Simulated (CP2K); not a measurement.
Runs of CP2K 2026.2 on ZrB2. It takes space group P6/mmm (No. 191, hexagonal). Conventional cell: a = 3.170 Å, b = 3.170 Å, c = 3.533 Å, α = 90.00°, β = 90.00°, γ = 120.00°. Zr (site symmetry 6/mmm) is surrounded by 12 B at 2.54 Å. B (site symmetry -6m2) is surrounded by 3 B at 1.83 Å. 

| task | level | potentials or basis | smearing | EPS_DEFAULT | NGRIDS | points a segment of the path (NPOINTS) | bands added on the path | CUTOFF of the grids | gap on the mesh (eV) | pressure (GPa) | V0 of scaled cells (Å³/atom) | B0 (GPa) |
| --- | --- | --- | --- | --- | --- | --- | --- | --- | --- | --- | --- | --- |
| band structure | r2SCAN | POTENTIAL_UZH Zr GTH-SCAN-q12, B GTH-SCAN-q3; TZVP-MOLOPT-SCAN-GTH basis | fermi-dirac 0.1 eV | 1.0E-9 | 5 | 10 | 4 | 700 Ry | none | 1.7 | - | - |
| single point | PBEsol | POTENTIAL_UZH Zr GTH-PBE-q12, B GTH-PBE-q3; TZVP-MOLOPT-PBE-GTH basis | fermi-dirac 0.05 eV | 1.0E-10 | 4 | - | - | 450 Ry | none | -1.5 | - | - |
| band structure | r2SCAN | POTENTIAL_UZH Zr GTH-SCAN-q12, B GTH-SCAN-q3; TZVP-MOLOPT-SCAN-GTH basis | fermi-dirac 0.01 eV | 1.0E-10 | 4 | 10 | 2 | 700 Ry | none | 1.7 | - | - |
| equation of state | PBEsol | POTENTIAL_UZH Zr GTH-PBE-q12, B GTH-PBE-q3; TZVP-MOLOPT-PBE-GTH basis | fermi-dirac 0.05 eV | 1.0E-10 | 5 | - | - | 450 Ry | - | - | 10.18 | 247 |
| band structure | PBEsol | POTENTIAL_UZH Zr GTH-PBE-q12, B GTH-PBE-q3; TZVP-MOLOPT-PBE-GTH basis | fermi-dirac 0.0259 eV | 1.0E-10 | 4 | 8 | 2 | 450 Ry | none | -1.5 | - | - |
| band structure | LDA | GTH_POTENTIALS Zr GTH-PADE-q12, B GTH-PADE-q3; TZVP-MOLOPT-PBE-GTH basis | fermi-dirac 0.05 eV | 1.0E-10 | 4 | 8 | 6 | 450 Ry | none | -9.7 | - | - |
| equation of state | PBE | POTENTIAL_UZH Zr GTH-PBE-q12, B GTH-PBE-q3; TZVP-MOLOPT-PBE-GTH basis | fermi-dirac 0.05 eV | 1.0E-10 | 4 | - | - | 450 Ry | - | - | (b) | (a) |
| single point | PBE | POTENTIAL_UZH Zr GTH-PBE-q12, B GTH-PBE-q3; TZVP-MOLOPT-PBE-GTH basis | fermi-dirac 0.05 eV | 1.0E-10 | 5 | - | - | 450 Ry | none | 2.1 | - | - |
| band structure | TB-mBJ | POTENTIAL_UZH Zr GTH-PBE-q12, B GTH-PBE-q3; TZVP-MOLOPT-PBE-GTH basis | fermi-dirac 0.05 eV | 1.0E-9 | 5 | 6 | 4 | 700 Ry | none | - | - | - |

Alike in all rows: no spin polarisation; cell as given; k mesh 10 × 10 × 8.

Problem. Fill in the values left out.

Solution. (a) 237; (b) 10.34.

Caveats: the basis of atomic orbitals isn't converged, which shifts pressures, moduli and gaps; the potentials were made for another functional, which shifts forces and pressure (some runs); the cell was scaled at fixed shape and fractional positions, which overstates the stiffness of a crystal with free parameters, most of all of layers and chains (some runs); this is a model potential without an energy functional, so only levels have meaning (some runs).

A k mesh can miss the band edges, and the runs leave out spin-orbit coupling on Zr.

A gap of «none» marks a metal or a gap under the smearing width.

Not every run made on this cell is shown here.
